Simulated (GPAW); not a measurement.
## KI (Fm-3m): one start, several treatments of the self-energy

How much does the gap of KI (Fm-3m) depend on the approximation to the self-energy?

Main program and level: GPAW 26.7.0; PBE and many-body steps on it, plane waves.

**1. The starting structure**

It takes space group Fm-3m (No. 225, cubic). The conventional cell has a = 7.066 Å, b = 7.066 Å, c = 7.066 Å, α = 90.00°, β = 90.00°, γ = 90.00°. Nearest to K lie 6 I at 3.53 Å. Nearest to I lie 6 K at 3.53 Å. Farther neighbours and most contacts between anions are not listed.

Structure file:

```cif
data_structure
_symmetry_space_group_name_H-M 'Fm-3m'
_symmetry_Int_Tables_number 225
_cell_length_a 7.0655
_cell_length_b 7.0655
_cell_length_c 7.0655
_cell_angle_alpha 90.000
_cell_angle_beta 90.000
_cell_angle_gamma 90.000
_cell_volume 352.73
loop_
_atom_site_label
_atom_site_type_symbol
_atom_site_symmetry_multiplicity
_atom_site_Wyckoff_symbol
_atom_site_fract_x
_atom_site_fract_y
_atom_site_fract_z
_atom_site_occupancy
K1 K 4 a 0.00000 0.00000 0.00000 1
I1 I 4 b 0.50000 0.00000 0.00000 1
```

The cell and positions come from the Crystallography Open Database and are kept as given unless a step says otherwise. Spin-orbit coupling is left out unless a step names it.

**2. Empty states on the mesh, 4×4×4 mesh, 415 bands**

This step: GPAW 26.7.0; DFT, PBE, plane waves, PAW.

The sums over transitions need many empty states on a uniform mesh; this step solves for them.

The input, run.py:

```python
import json
import numpy as np
from gpaw.mpi import world
from gpaw import GPAW

calc = GPAW('gs.gpw').fixed_density(kpts={'size': (4, 4, 4), 'gamma': True},
    parallel={'domain': 1, 'band': 1},
    txt='nscf.txt')
calc.diagonalize_full_hamiltonian(nbands=415)
calc.write('full.gpw', mode='all')
res = {}
kpts = calc.get_ibz_k_points()
res['kpts'] = kpts
res['eigenvalues'] = [calc.get_eigenvalues(kpt=k) for k in range(len(kpts))]
res['n_electrons'] = calc.get_number_of_electrons()

if world.rank == 0:
    with open('result.json', 'w') as f:
        json.dump(res, f, default=lambda x: x.tolist())
```

Launch:

```bash
$ mpirun -n 4 gpaw python run.py
```

Numbers of over 12 decimals in the logs are rounded to 6 here.

The program printed:

```text
Diagonalizing LCAO Hamiltonian
Converting LCAO to pw mode
convergence criteria:
- Maximum integral of absolute [eigenst]ate change: 4e-08 eV^2 / valence electron
maximum number of iterations: 100

SCF iterations
|iter     |     time |      energy | eigst |  dens |
|iter:   1|  |             | +1.58 |       |
|iter:   2|  |             | +0.50 |       |
|iter:   3|  |             | -0.15 |       |
[...]
|iter:  25|  |             | -6.97 |       |
|iter:  26|  |             | -7.18 |       |
|iter:  27|  |             | -7.44c|       |
SCF steps: 27
  __  _  _
 | _ |_)|_||  |
 |__||  | ||/\| - 26.7.0

Input parameters:
  mode=PW(ecut=450.000000),
  convergence={'density': 1e-06, 'bands': -3},
  gpts=array([25, 25, 25]),
  kpts=MonkhorstPack(size=(4, 4, 4), gamma=True),
  maxiter=100,
  nbands=15,
  occupations=Occupations(name='fermi-dirac', width=0.001, fixmagmom=False),
  parallel={'domain': 1, 'band': 1},
  xc=XC(name='PBE')
Matrix size: 1924x1924
# Writing to full.gpw (mode='all')
  [... matrices ...]

timing:  # [seconds]
  Total: 12.414  # ━━━━━━━━━━━━━━━━━━━━━━━━━━━━━━━━━━━━━━━━━━━━━━━━━━━━━━━━━━
```

Run time: 16 s. Hardware: 4 MPI ranks of Arm Neoverse V2, shared host; peak memory 1.9 GiB.

This step gave:

* gap: 3.977 eV
* k of the valence top: 0, 0, 0
* k of the conduction bottom: 0, 0, 0
* least direct gap: 3.977 eV
* k points computed: 8
* lowest point of the top converged band, above the valence top: 155.5190 eV

On this mesh the gap is 3.977 eV.

**3. G0W0, Godby-Needs plasmon pole**

G0W0 replaces the xc potential by the self-energy, built once from these orbitals. Only a window of levels is corrected, while the sums run over the empty bands that the input names.

This step: G0W0 on PBE, plane waves, PAW.

The input, run.py:

```python
import json
import numpy as np
from gpaw.mpi import world
from gpaw.response.g0w0 import G0W0

gw = G0W0('full.gpw',
    filename='gw',
    kpts=[0],
    bands=(6, 10),
    ecut=96,
    nbands=188,
    integrate_gamma='WS',
    ppa=True)
gw.calculate()
res = {mode: {k: v for k, v in r.items() if k != 'sigma_eskwn'}
       for mode, r in gw.all_results.items()}

if world.rank == 0:
    with open('result.json', 'w') as f:
        json.dump(res, f, default=lambda x: x.tolist())
```

Launch:

```bash
$ mpirun -n 4 gpaw python run.py
```

The program printed:

```text
Using integrator: PointIntegrator
FrequencyGridDescriptor(from 0.000+0.000j to 0.000+27.211j eV, 2 points)
Nonperiodic BCs:  [False False False]
Using integrator: PointIntegrator
FrequencyGridDescriptor(from 0.000+0.000j to 0.000+27.211j eV, 2 points)
Nonperiodic BCs:  [False False False]
  ___  _ _ _
 |   || | | |
 | | || | | |
 |__ ||_____|
 |___|

BZ k-points: Symmetries present (total): 48

  [... matrices ...]
64 k-points: 4 x 4 x 4 Monkhorst-Pack grid + [1/8,1/8,1/8]
8 k-points in the irreducible part of the Brillouin zone
       k-points in crystal coordinates                weights
   0:     0.00000000    0.00000000    0.00000000          1/64
   1:     0.25000000    0.25000000    0.00000000          6/64
   2:     0.25000000    0.25000000    0.25000000          8/64
   3:     0.50000000    0.25000000   -0.25000000          6/64
   4:     0.50000000    0.25000000    0.25000000         12/64
   5:     0.50000000    0.50000000    0.00000000          3/64
   6:     0.50000000    0.50000000    0.25000000         24/64
   7:     0.50000000    0.50000000    0.50000000          4/64

Distributing spins, k-points and bands (1 x 1 x 4) over 4 processes
Number of blocks: 1

Quasi particle states:
k-points (IBZ indices): [0]
Band range: (6, 10)
  [... matrices ...]
Computational parameters:
Plane wave cut-off: 96 eV
Number of bands: 188
Coulomb cutoff: None
Broadening: 0.1 eV

fxc modes: GW
Kernel: RPA
Using Godby-Needs plasmon-pole approximation:
  Fitting energy: i*E0, E0 = 1.000 Hartree
Summing all q:

Calculating screened Coulomb potential
No Coulomb truncation
FrequencyGridDescriptor(from 0.000+0.000j to 0.000+27.211j eV, 2 points)
Removing empty qpoint cache files...

Calculating chi0 body with:
    Ground state adapter containing:
    Number of spins: 1
    Number of kpoints: 64
    Number of irreducible kpoints: 8
    Number of completely occupied states: 8
    Number of partially occupied states: 8
    Occupied states memory: 1.907349 M / cpu

    Linear response parametrization:
    q_c: [0.0, 0.0, 0.0]
    Number of frequency points: 2
    Planewave cutoff: 96.0
    Number of bands: 188
    Number of planewaves: 169
    Broadening (eta): 1e-06
    comm.size: 4
    kncomm.size: 4
    blockcomm.size: 1

    Memory estimate of potentially large arrays:
        chi0_wGG: 0.871613 M / cpu
Integrating chi0 body.

Symmetries of q_c:
    Direct symmetries (Uq -> q): 48
    Indirect symmetries (TUq -> q): 0
In total 48 allowed symmetries.

  [... matrices ...]
8 groups of equivalent kpoints. 87.5% reduction.

Integral kind: response function
Integrating chi0 head and wings.

Symmetries of q_c:
    Direct symmetries (Uq -> q): 48
    Indirect symmetries (TUq -> q): 0
In total 48 allowed symmetries.

  [... matrices ...]
8 groups of equivalent kpoints. 87.5% reduction.

Integral kind: response function wings

Calculating chi0 body with:
    Ground state adapter containing:
    Number of spins: 1
    Number of kpoints: 64
    Number of irreducible kpoints: 8
    Number of completely occupied states: 8
    Number of partially occupied states: 8
    Occupied states memory: 1.907349 M / cpu

    Linear response parametrization:
[... the further q-points ...]

Results:
f:      Occupation numbers
eps:     KS-eigenvalues [eV]
vxc:     KS vxc [eV]
exx:     Exact exchange [eV]
sigma:   Self-energies [eV]
dsigma:  Self-energy derivatives
Z:       Renormalization factors
qp:      QP-energies [eV]

k-point 0 (0): (0.000, 0.000, 0.000)                GW
band       f     eps     vxc     exx   sigma  dsigma       Z      qp
                                                                   GW
   6   1.000   0.472 -14.167 -17.271   1.248  -0.217   0.822  -1.053
   7   1.000   0.472 -14.167 -17.271   1.248  -0.217   0.822  -1.053
   8   0.000   4.449  -7.838  -4.348  -2.872  -0.162   0.861   4.981
   9   0.000   6.979  -8.262  -3.910  -3.083  -0.171   0.854   8.063
```

The job ended after 34 s (4 MPI ranks; peak memory 1.3 GiB).

Numbers from this step:

| Property | Result |
| --- | --- |
| G0W0 gap on the points computed | 6.034 eV |
| least direct G0W0 gap on the computed points | 6.034 eV |
| Z at the valence top | 0.8217 |
| Z at the conduction bottom | 0.8608 |
| starting gap on the mesh | 3.977 eV |
| k of the valence top | 0, 0, 0 |
| k of the conduction bottom | 0, 0, 0 |

The gap on the mesh goes from 3.98 eV to 6.03 eV, a correction of +2.06 eV.

**4. One-shot HSE06**

This step: one-shot HSE06 levels on PBE orbitals, plane waves, PAW.

The input, run.py:

```python
import json
import numpy as np
from gpaw.mpi import world
from gpaw.hybrids.eigenvalues import non_self_consistent_eigenvalues

dft, vxc, vxc_hyb = non_self_consistent_eigenvalues('full.gpw', 'HSE06', 6, 10, kpt_indices=[0])
res = {'dft': dft[0], 'hybrid': (dft - vxc + vxc_hyb)[0]}
if world.rank == 0:
    with open('hybrid.txt', 'w') as f:
        for k, e0, e1 in zip([0], res['dft'], res['hybrid']):
            print(k, ' '.join(f'{x:9.4f}' for x in e0), '|', ' '.join(f'{x:9.4f}' for x in e1), file=f)

if world.rank == 0:
    with open('result.json', 'w') as f:
        json.dump(res, f, default=lambda x: x.tolist())
```

Launch:

```bash
$ mpirun -n 4 gpaw python run.py
```

The program printed:

```text
IBZ(<points: 8, symmetries: 48>)
Occupied bands: 8
Transforming wave functions from IBZ to BZ: 0.018 seconds
Distributing wave functions and iFFT-ing to real space: 0.105 seconds
Calculating eigenvalues:
  k-points: 1
  Bands: 6-9 (inclusive)
  Seconds: 0.146 (wave-function broadcasting: 0.003 seconds)
HSE06-eigenvalue shifts:
  min: -0.674 eV
  ave: -0.186 eV
  max: 0.400 eV
```

Run time: 2.4 s. Hardware: 4 MPI ranks; peak memory 0.93 GiB; 9.2 s of CPU time.

This step gave:

```yaml
starting_gap_on_the_mesh: 3.977 eV
hybrid_gap_on_the_mesh: 4.858 eV
least_direct_hybrid_gap_on_the_computed_points: 4.858 eV
```

**5. G0W0, extrapolated in the cutoff**

This step: G0W0 on PBE, plane waves, PAW.

The input, run.py:

```python
import json
import numpy as np
from gpaw.mpi import world
from gpaw.response.g0w0 import G0W0

gw = G0W0('full.gpw',
    filename='gw',
    kpts=[0],
    bands=(6, 10),
    ecut=160.0,
    integrate_gamma='WS',
    ppa=True,
    ecut_extrapolation=True)
gw.calculate()
res = {mode: {k: v for k, v in r.items() if k != 'sigma_eskwn'}
       for mode, r in gw.all_results.items()}

if world.rank == 0:
    with open('result.json', 'w') as f:
        json.dump(res, f, default=lambda x: x.tolist())
```

Launch:

```bash
$ mpirun -n 4 gpaw python run.py
```

The program printed:

```text
Using integrator: PointIntegrator
FrequencyGridDescriptor(from 0.000+0.000j to 0.000+27.211j eV, 2 points)
Nonperiodic BCs:  [False False False]
Using integrator: PointIntegrator
FrequencyGridDescriptor(from 0.000+0.000j to 0.000+27.211j eV, 2 points)
Nonperiodic BCs:  [False False False]
  ___  _ _ _
 |   || | | |
 | | || | | |
 |__ ||_____|
 |___|

BZ k-points: Symmetries present (total): 48

  [... matrices ...]
64 k-points: 4 x 4 x 4 Monkhorst-Pack grid + [1/8,1/8,1/8]
8 k-points in the irreducible part of the Brillouin zone
       k-points in crystal coordinates                weights
   0:     0.00000000    0.00000000    0.00000000          1/64
   1:     0.25000000    0.25000000    0.00000000          6/64
   2:     0.25000000    0.25000000    0.25000000          8/64
[...]
6:     0.50000000    0.50000000    0.25000000         24/64
   7:     0.50000000    0.50000000    0.50000000          4/64

Distributing spins, k-points and bands (1 x 1 x 4) over 4 processes
Number of blocks: 1

Quasi particle states:
k-points (IBZ indices): [0]
Band range: (6, 10)
  [... matrices ...]
Computational parameters:
Extrapolating to infinite plane wave cut-off using points at:
  137.884 eV
  147.917 eV
  160.000 eV
Number of bands: 405
Coulomb cutoff: None
Broadening: 0.1 eV

fxc modes: GW
Kernel: RPA
Using Godby-Needs plasmon-pole approximation:
  Fitting energy: i*E0, E0 = 1.000 Hartree
Summing all q:

Calculating screened Coulomb potential
No Coulomb truncation
FrequencyGridDescriptor(from 0.000+0.000j to 0.000+27.211j eV, 2 points)
Removing empty qpoint cache files...

Calculating chi0 body with:
    Ground state adapter containing:
    Number of spins: 1
    Number of kpoints: 64
    Number of irreducible kpoints: 8
    Number of completely occupied states: 8
    Number of partially occupied states: 8
    Occupied states memory: 1.907349 M / cpu

    Linear response parametrization:
    q_c: [0.0, 0.0, 0.0]
    Number of frequency points: 2
    Planewave cutoff: 160.0
    Number of bands: 405
    Number of planewaves: 411
    Broadening (eta): 1e-06
    comm.size: 4
    kncomm.size: 4
    blockcomm.size: 1

    Memory estimate of potentially large arrays:
        chi0_wGG: 5.155060 M / cpu
Integrating chi0 body.

Symmetries of q_c:
    Direct symmetries (Uq -> q): 48
    Indirect symmetries (TUq -> q): 0
In total 48 allowed symmetries.

  [... matrices ...]
8 groups of equivalent kpoints. 87.5% reduction.

Integral kind: response function
Integrating chi0 head and wings.

Symmetries of q_c:
    Direct symmetries (Uq -> q): 48
    Indirect symmetries (TUq -> q): 0
In total 48 allowed symmetries.

  [... matrices ...]
8 groups of equivalent kpoints. 87.5% reduction.

Integral kind: response function wings

Calculating chi0 body with:
    Ground state adapter containing:
    Number of spins: 1
    Number of kpoints: 64
    Number of irreducible kpoints: 8
    Number of completely occupied states: 8
    Number of partially occupied states: 8
    Occupied states memory: 1.907349 M / cpu

    Linear response parametrization:
[... the further q-points ...]
Extrapolating selfenergy to infinite energy cutoff:
  Performing linear fit to 3 points
  Minimum R^2 = 0.9926. (R^2 Should be close to 1)
  [... matrices ...]
Results:
f:      Occupation numbers
eps:     KS-eigenvalues [eV]
vxc:     KS vxc [eV]
exx:     Exact exchange [eV]
sigma:   Self-energies [eV]
dsigma:  Self-energy derivatives
Z:       Renormalization factors
qp:      QP-energies [eV]

k-point 0 (0): (0.000, 0.000, 0.000)                GW
band       f     eps     vxc     exx   sigma  dsigma       Z      qp
                                                                   GW
   6   1.000   0.472 -14.167 -17.271   0.915  -0.220   0.820  -1.323
   7   1.000   0.472 -14.167 -17.271   0.915  -0.220   0.820  -1.323
   8   0.000   4.449  -7.838  -4.348  -2.990  -0.163   0.860   4.879
   9   0.000   6.979  -8.262  -3.910  -3.212  -0.172   0.853   7.951
```

Run time: 5 min. Hardware: 4 MPI ranks; peak memory 1.8 GiB.

Numbers from this step:

| Quantity | Value |
| --- | --- |
| quasiparticle gap on the points computed | 6.202 eV |
| least direct quasiparticle gap on the computed points | 6.202 eV |
| Z at the valence top | 0.8200 |
| Z at the conduction bottom | 0.8598 |
| starting gap on the mesh | 3.977 eV |
| k of the valence top | 0, 0, 0 |
| k of the conduction bottom | 0, 0, 0 |
| gaps at the cutoffs of the extrapolation | 6.114, 6.123, 6.132 eV |

Against G0W0 in GPAW (4×4×4 mesh, 188 bands, screening to 96 eV, Godby-Needs plasmon pole), the gap moves by +0.168 eV.

**6. One-shot Hartree-Fock**

This step: one-shot Hartree-Fock levels on PBE orbitals, plane waves, PAW.

The input, run.py:

```python
import json
import numpy as np
from gpaw.mpi import world
from gpaw.hybrids.eigenvalues import non_self_consistent_eigenvalues

dft, vxc, vxc_hyb = non_self_consistent_eigenvalues('full.gpw', 'EXX', 6, 10, kpt_indices=[0])
res = {'dft': dft[0], 'hybrid': (dft - vxc + vxc_hyb)[0]}
if world.rank == 0:
    with open('hybrid.txt', 'w') as f:
        for k, e0, e1 in zip([0], res['dft'], res['hybrid']):
            print(k, ' '.join(f'{x:9.4f}' for x in e0), '|', ' '.join(f'{x:9.4f}' for x in e1), file=f)

if world.rank == 0:
    with open('result.json', 'w') as f:
        json.dump(res, f, default=lambda x: x.tolist())
```

Launch:

```bash
$ mpirun -n 4 gpaw python run.py
```

The program printed:

```text
IBZ(<points: 8, symmetries: 48>)
Occupied bands: 8
Transforming wave functions from IBZ to BZ: 0.019 seconds
Distributing wave functions and iFFT-ing to real space: 0.109 seconds
Calculating eigenvalues:
  k-points: 1
  Bands: 6-9 (inclusive)
  Seconds: 0.246 (wave-function broadcasting: 0.003 seconds)
HSE06-eigenvalue shifts:
  min: -3.105 eV
  ave: 0.408 eV
  max: 4.352 eV
```

Elapsed: 2.4 s, on 4 MPI ranks; peak memory 0.93 GiB; 9.4 s of CPU time.

This step gave:

```
starting gap on the mesh                       : 3.977 eV
hybrid gap on the mesh                         : 10.57 eV
least direct hybrid gap on the computed points : 10.57 eV
```

**7. G0W0, full frequency, Hilbert transform**

This step: G0W0 on PBE, plane waves, PAW.

The input, run.py:

```python
import json
import numpy as np
from gpaw.mpi import world
from gpaw.response.g0w0 import G0W0

gw = G0W0('full.gpw',
    filename='gw',
    kpts=[0],
    bands=(6, 10),
    ecut=96,
    nbands=188,
    integrate_gamma='WS',
    frequencies={'type': 'nonlinear', 'domega0': 0.1, 'omega2': 15.0},
    eta=0.1,
    nblocksmax=True)
gw.calculate()
res = {mode: {k: v for k, v in r.items() if k != 'sigma_eskwn'}
       for mode, r in gw.all_results.items()}

if world.rank == 0:
    with open('result.json', 'w') as f:
        json.dump(res, f, default=lambda x: x.tolist())
```

Launch:

```bash
$ mpirun -n 4 gpaw python run.py
```

The program printed:

```text
Using integrator: PointIntegrator
NonLinearFrequencyDescriptor(from 0.000 to 123.456 eV, 281 points)
Nonperiodic BCs:  [False False False]
Using integrator: PointIntegrator
NonLinearFrequencyDescriptor(from 0.000 to 123.456 eV, 281 points)
Nonperiodic BCs:  [False False False]
  ___  _ _ _
 |   || | | |
 | | || | | |
 |__ ||_____|
 |___|

BZ k-points: Symmetries present (total): 48

  [... matrices ...]
64 k-points: 4 x 4 x 4 Monkhorst-Pack grid + [1/8,1/8,1/8]
8 k-points in the irreducible part of the Brillouin zone
       k-points in crystal coordinates                weights
[...]
Results:
f:      Occupation numbers
eps:     KS-eigenvalues [eV]
vxc:     KS vxc [eV]
exx:     Exact exchange [eV]
sigma:   Self-energies [eV]
dsigma:  Self-energy derivatives
Z:       Renormalization factors
qp:      QP-energies [eV]

k-point 0 (0): (0.000, 0.000, 0.000)                GW
band       f     eps     vxc     exx   sigma  dsigma       Z      qp
                                                                   GW
   6   1.000   0.472 -14.167 -17.271   1.238  -0.225   0.817  -1.052
   7   1.000   0.472 -14.167 -17.271   1.238  -0.225   0.817  -1.052
   8   0.000   4.449  -7.838  -4.348  -2.825  -0.184   0.844   5.010
   9   0.000   6.979  -8.262  -3.910  -3.043  -0.189   0.841   8.080
```

Elapsed: 69 s, on 4 MPI ranks; peak memory 1.8 GiB; 4.6 min of CPU time.

Numbers from this step:

```
G0W0 gap on the points computed              : 6.062 eV
least direct G0W0 gap on the computed points : 6.062 eV
starting gap on the mesh                     : 3.977 eV
k of the valence top                         : 0, 0, 0
k of the conduction bottom                   : 0, 0, 0
```

Against G0W0 in GPAW (4×4×4 mesh, 188 bands, screening to 96 eV, Godby-Needs plasmon pole), the gap moves by +0.028 eV.

**8. Side by side**

Times are wall times on 4 MPI ranks of Arm Neoverse V2, shared host, good to a factor of about two.

```tsv
run	mesh	bands	screening cutoff (eV)	DFT gap (eV)	gap on the mesh (eV)	direct (eV)	time
G0W0, Godby-Needs plasmon pole	4×4×4	188	96	3.977	6.034	6.034	34 s
one-shot HSE06	4×4×4	-	-	3.977	4.858	4.858	2.4 s
G0W0, extrapolated in the cutoff	4×4×4	-	160	3.977	6.202	6.202	5 min
one-shot Hartree-Fock	4×4×4	-	-	3.977	10.572	10.572	2.4 s
G0W0, full frequency, Hilbert transform	4×4×4	188	96	3.977	6.062	6.062	69 s
```

**9. Results**

| Item | Value |
| --- | --- |
| G0W0, Godby-Needs plasmon pole | 6.034 eV |
| one-shot HSE06 | 4.858 eV |
| G0W0, extrapolated in the cutoff | 6.202 eV |
| one-shot Hartree-Fock | 10.572 eV |
| G0W0, full frequency, Hilbert transform | 6.062 eV |
| known limits | not at the basis limit; no spin-orbit coupling |

One-shot HSE06: −1.177 eV against G0W0, Godby-Needs plasmon pole. G0W0, extrapolated in the cutoff: +0.168 eV against G0W0, Godby-Needs plasmon pole, at other bands or cutoff, so not like for like. One-shot Hartree-Fock: +4.537 eV against G0W0, Godby-Needs plasmon pole. G0W0, full frequency, Hilbert transform: +0.028 eV against G0W0, Godby-Needs plasmon pole. Bare exchange alone opens the gap to 10.57 eV; against G0W0, correlation takes back 4.54 eV. One-shot hybrid levels are evaluated on the PBE orbitals. Bands and cutoff are finite, so the gap is not at the basis limit. The miss can reach some tenths of an eV and take either sign; the mesh is an error of its own. These stock PAW sets were not made for GW; the filled d or f shell of I lies in the frozen core, which bears on start and correction. In the G0W0 runs levels were corrected at 1 k point alone, so a gap called «on the mesh» is the least over those, and an edge elsewhere would be missed. The many-body steps are scalar-relativistic: spin-orbit coupling is not in them.

[Paths, hosts, dates, memory and timing lines, banners, echoed tables and standing remarks are left out of the program output.]

[Logs are printed without paths, hosts, clocks, repeated set-up lines and the standing remarks that a program may print on its own settings, such as how far it seeks lower states.]

[Runs of the session that timed out or met a known fault of the program may be left out.]

[Hosts, paths, dates, database ids (printed as entryN), source tags and the programs' standing remarks are cut or masked in the printed files.]
